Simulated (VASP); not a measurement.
Crystal: Te2Mo.

```
Te Mo
1.0
     3.47700    0.00000    0.00000
     0.00000    6.33500    0.00000
     0.00000    0.00000   13.88900
Te Mo
8 4
Cartesian
  1.7385 4.4719 12.5487
  0.0000 1.8631 5.6042
  0.0000 4.0804 9.0987
  1.7385 2.2546 2.1542
  1.7385 0.9395 8.4820
  0.0000 5.3955 1.5375
  0.0000 1.2657 11.9445
  1.7385 5.0693 5.0000
  0.0000 2.9052 0.2069
  1.7385 3.4298 7.1514
  1.7385 0.6303 0.0000
  0.0000 5.7047 6.9445
```

The cell was built by a generator and needn't be a form met in nature.

* Program: VASP 6.6.1
* Task: relaxation of cell and atoms
* Functional: LDA
* Potentials or basis: VASP PAW LDA potentials, release 64 (Te, Mo_sv)
* Cutoff: 600 eV
* k mesh: 8 × 4 × 2
* Occupations: gaussian, width 0.03 eV
* Spin: no spin polarisation

At the start: pressure -3.0 GPa; volume 25.49 Å³/atom.

Task: How do energy, volume and symmetry change on relaxing?

Result: Over 20 steps the energy falls by 12.1 meV/atom and the volume is 24.03 Å³/atom (-5.7 %); space group Pmn2_1 (No. 31, to 0.05 Å).

The path:
| step | energy change (eV) | largest force (eV/Å) | pressure (GPa) | volume (Å³) |
| --- | --- | --- | --- | --- |
| 1 | 0.0000 | 0.2908 | -3.01 | 305.93 |
| 2 | 0.1264 | 1.1015 | 5.33 | 285.20 |
| 3 | -0.0866 | 0.2970 | -0.06 | 297.62 |
| 4 | -0.1026 | 0.1077 | -0.09 | 296.28 |
| 5 | -0.1032 | 0.0764 | -0.08 | 295.98 |
| 6 | -0.1125 | 0.0943 | -0.05 | 294.92 |
| 7 | -0.1185 | 0.1551 | 0.05 | 293.09 |
| 8 | -0.1274 | 0.0649 | -0.10 | 292.57 |
| 9 | -0.1305 | 0.1220 | -0.24 | 292.01 |
| 10 | -0.1379 | 0.1212 | 0.04 | 290.23 |
| 11 | -0.1389 | 0.1258 | 0.22 | 289.14 |
| 12 | -0.1414 | 0.1114 | -0.29 | 289.25 |
| 13 | -0.1419 | 0.1078 | -0.14 | 289.22 |
| 14 | -0.1443 | 0.0621 | 0.05 | 288.43 |
| 15 | -0.1445 | 0.0605 | 0.13 | 288.12 |
| 16 | -0.1452 | 0.0200 | -0.08 | 288.48 |
| 17 | -0.1452 | 0.0240 | -0.05 | 288.43 |
| 18 | -0.1453 | 0.0199 | 0.06 | 288.19 |
| 19 | -0.1453 | 0.0114 | 0.03 | 288.26 |
| 20 | -0.1454 | 0.0092 | 0.00 | 288.37 |

Final structure:
```xyz
12
Lattice="3.4431 0.0000 0.0000 0.0000 6.3084 0.0000 0.0000 0.0000 13.2763" Properties=species:S:1:pos:R:3 pbc="T T T"
Te    1.7216    4.4652   11.9732
Te    0.0000    1.8432    5.3350
Te    0.0000    4.0740    8.7724
Te    1.7216    2.2345    2.1342
Te    1.7216    0.9437    8.1310
Te    0.0000    5.3647    1.4928
Te    0.0000    1.2711   11.3414
Te    1.7216    5.0373    4.7032
Mo    0.0000    2.9070    0.1901
Mo    1.7216    3.4014    6.8282
Mo    1.7216    0.6148    0.0078
Mo    0.0000    5.6936    6.6460
```
